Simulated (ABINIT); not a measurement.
V:

```
V
1.0
     2.60429    0.00000    0.00000
    -1.30215    2.25538    0.00000
     0.00000    0.00000    4.72334
V
2
Cartesian
  0.0000 1.5036 1.1808
  1.3021 0.7518 3.5425
```

This isn't the form of V at room conditions, which is bcc.

```yaml
Program: ABINIT 10.8.3 (patched build)
Task: relaxation of cell and atoms
Functional: LDA
Potentials_or_basis: JTH PAW LDA v2.0
Cutoff: 408 eV
k_mesh: 10 × 10 × 5
Occupations: fermi-dirac, width 0.05 eV
Spin: collinear spin, ferromagnetic start
Starting_moments: "[2.0, 2.0] μB"
```

At the start: pressure -12.1 GPa; volume 13.87 Å³/atom.

**Question.** How do energy, volume and symmetry change on relaxing?

**Answer.** Over 7 steps the energy falls by 38.0 meV/atom and the volume is 12.93 Å³/atom (-6.8 %); space group P6_3/mmc (No. 194, to 0.05 Å); moment 0.00 μB per cell.

Step by step:
```tsv
step	energy change (eV)	largest force (eV/Å)	pressure (GPa)	volume (Å³)
1	0.0000	0.0000	-12.08	27.74
2	-0.0583	0.0000	-6.08	26.73
3	-0.0756	0.0000	0.56	25.79
4	-0.0758	0.0000	0.04	25.86
5	-0.0759	0.0000	-0.14	25.88
6	-0.0760	0.0000	-0.12	25.88
7	-0.0760	0.0000	-0.03	25.87
```

Final structure:
```cif
data_structure
_symmetry_space_group_name_H-M 'P 1'
_symmetry_Int_Tables_number 1
_cell_length_a 2.5353
_cell_length_b 2.5353
_cell_length_c 4.6474
_cell_angle_alpha 90.000
_cell_angle_beta 90.000
_cell_angle_gamma 120.000
_cell_volume 25.87
loop_
_atom_site_label
_atom_site_type_symbol
_atom_site_fract_x
_atom_site_fract_y
_atom_site_fract_z
_atom_site_occupancy
V1 V 0.33333 0.66667 0.25000 1
V2 V 0.66667 0.33333 0.75000 1
```
